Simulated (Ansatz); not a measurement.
# AlN: the cost of one run

Computed with Ansatz 0.2.0 (DFT PBE, scalar-relativistic, plane waves, PAW, unless a step's input says otherwise).

2 further runs of the same task are left out: 1 that didn't finish, 1 set aside as unsound or not needed.

### Step 1. Starting point

Symmetry: C2, No. 5, monoclinic system. The conventional cell has a = 3.422 Å, b = 11.031 Å, c = 4.814 Å, α = 90.00°, β = 94.82°, γ = 90.00°. Al (site symmetry 1) has 3 N at 1.93 to 2.02 Å as nearest neighbours. Al (site symmetry 2) is surrounded by 3 N at 1.82 to 1.90 Å. Around N (site symmetry 2) lie 2 N at 1.82 Å and 3 Al at 1.82 to 1.93 Å. Around N (site symmetry 2) lie 2 N at 1.82 Å and 2 Al at 1.93 Å. N (site symmetry 2) is surrounded by 4 Al at 1.90 to 2.02 Å.

Coordinates:

```cif
data_structure
_symmetry_space_group_name_H-M 'P 1'
_symmetry_Int_Tables_number 1
_cell_length_a 5.7746
_cell_length_b 5.7746
_cell_length_c 4.8135
_cell_angle_alpha 88.574
_cell_angle_beta 88.574
_cell_angle_gamma 145.535
_cell_volume 90.51
loop_
_atom_site_label
_atom_site_type_symbol
_atom_site_fract_x
_atom_site_fract_y
_atom_site_fract_z
_atom_site_occupancy
Al1 Al 0.69584 0.64499 0.23586 1
Al2 Al 0.35501 0.30416 0.76414 1
Al3 Al 0.81543 0.18457 0.50000 1
N1 N 0.65000 0.35000 0.50000 1
N2 N 0.09430 0.90570 0.50000 1
N3 N 0.38942 0.61058 0.50000 1
```

The cell was relaxed beforehand at this level, from a generated guess; it is a trial structure. At a tolerance of 0.05 Å it has space group C2 (No. 5); it has 15.09 Å³/atom, an uncorrected energy of +0.13 eV/atom over the elements.

### Step 2. Static run: bands, density of states and charges

File input.yaml:

```yaml
crystal:
  lattice:
    - [1.7023568857, -5.5154190703, 0.1693091296]
    - [1.7023568857, 5.5154190703, 0.1693091296]
    - [-0.0723119976, 0.0, 4.8129675818]
  atoms:
    - { symbol: Al, position: [0.6958424276, 0.6449916661, 0.2358621778] }
    - { symbol: Al, position: [0.3550083339, 0.3041575724, 0.7641378222] }
    - { symbol: Al, position: [0.8154251258, 0.1845748742, 0.5] }
    - { symbol: "N", position: [0.6500027988, 0.3499972012, 0.5] }
    - { symbol: "N", position: [0.094298888, 0.905701112, 0.5] }
    - { symbol: "N", position: [0.3894224259, 0.6105775741, 0.5] }
basis:
  ecutwfc: 420
kpoints:
  mp_grid: { grid: [12, 12, 8] }
  band_path:
    path:
      - [[0.0, 0.0, 0.0], [0.5, -0.5, 0.0], [0.5, -0.5, -0.5], [0.0, 0.0, -0.5], [0.0, 0.0, 0.0]]
      - [[0.0, -0.5, -0.5], [0.0, 0.0, 0.0], [0.0, -0.5, 0.0]]
    npoints: 14
hamiltonian:
  xc: pbe
scf:
  occupations: { method: gaussian, width: 0.1 }
  n_extra_bands: 15
output:
  forces: true
  stress: true
  eigenvalues: true
  populations: true
  dos: { projected: true, de: 0.02, nscf_kmesh: { grid: [15, 15, 10] } }
  bader: true
  write_density: true
  write_potential: true
  elf: true
  volumetric_format: npy
```

Run with:

```bash
$ ansatz run input.yaml --threads 1 --pin off --max-ram 2560MiB --backend cpu --events-out ev --progress --plain --runs-dir out
```

What time and memory should one allow on 1 thread of Arm Neoverse V1, shared host?

About 5.1 min, with a peak of 1.1 GiB.
